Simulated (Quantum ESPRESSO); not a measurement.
**FeO: single point with LDA+U**

FeO:

```
CELL_PARAMETERS angstrom
0.00000 2.38188 2.38188
2.38188 0.00000 2.38188
2.38188 2.38188 0.00000
ATOMIC_POSITIONS crystal
Fe 0.00000 0.00000 0.00000
O 0.25000 0.25000 0.25000
```

The cell comes from a database or a generator and needn't be the stable form of this composition.

```yaml
Program: Quantum ESPRESSO 7.5
Task: single point
Functional: LDA
Potentials_or_basis: GBRV 1.5 LDA
Cutoff: 612 eV
Density_cutoff: 4898 eV
k_mesh: 3 × 3 × 3
Occupations: gaussian, width 0.05 eV
Spin: collinear spin, zero start
Starting_moments: "[0.0, 0.0] μB"
Fixed_moment: 0 μB
Hubbard_terms: Fe d U = 5 eV
```

```yaml
Net_moment: 0.00 μB per cell
Absolute_moment: 0.00 μB per cell
Valence_electrons_inside_the_program's_atomic_spheres: Fe 13.35; O 5.51
```

Eigenvalues of the final occupation matrices:
| site | spin | trace | eigenvalues |
| --- | --- | --- | --- |
| Fe 1 3d | 1 | 3.15 | 0.16 0.16 0.88 0.97 0.98 |
| Fe 1 3d | 2 | 3.15 | 0.16 0.16 0.88 0.97 0.98 |

It took 24 s on 1 thread of Arm Neoverse V2, on a shared host, peak memory 0.14 GiB.

Caveat: the k mesh is coarse (spacing up to 0.76 Å⁻¹), so the values aren't converged; the total moment is fixed, so each spin has its own Fermi level.
